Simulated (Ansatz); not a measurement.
# SiC: random displacements

Level of theory: Ansatz, DFT PBE, scalar-relativistic, plane waves, PAW. Cutoff 420 eV, Γ-centred 12×12×6 k-points, Gaussian smearing of 0.05 eV. No spin polarisation. Energies are free energies at this smearing, counted from the undisturbed cell; pressure is positive in compression.

The undisturbed cell (as given, not relaxed at this level):

```
Si C
1.0
     3.07600    0.00000    0.00000
    -1.53800    2.66389    0.00000
     0.00000    0.00000    5.04800
Si C
2 2
Direct
  0.33333 0.66667 0.00000
  0.66667 0.33333 0.50000
  0.33333 0.66667 0.38500
  0.66667 0.33333 0.88500
```

The atoms are displaced (Å, in the unstrained cell):

```
atom ux uy uz
 Si1  -0.068   0.031   0.021
 Si2  -0.082  -0.133  -0.057
  C3   0.021  -0.133  -0.073
  C4   0.129   0.234   0.110
```

Strain (Voigt, engineering shear): (0.0039, 0.0012, -0.0029, -0.0034, -0.0147, 0.0097).

(1) What are the energy change, the stress and the forces?

## Answers

(1) ΔE = 448.7 meV/atom; stress (xx, yy, zz, yz, xz, xy; compression positive) (33.20, 2.42, 8.56, 4.39, 15.88, 8.97) GPa; gap on the mesh 1.75 eV.
```
atom Fx (eV/Å) Fy Fz
 Si1       8.02   4.39   1.71
 Si2       2.60   0.57   1.83
  C3      -2.15   0.72   1.15
  C4      -8.46  -5.69  -4.70
```

Cost: 1 run of about 0.16 core-minutes, on Intel Xeon 6975P-C (Granite Rapids) (shared hosts).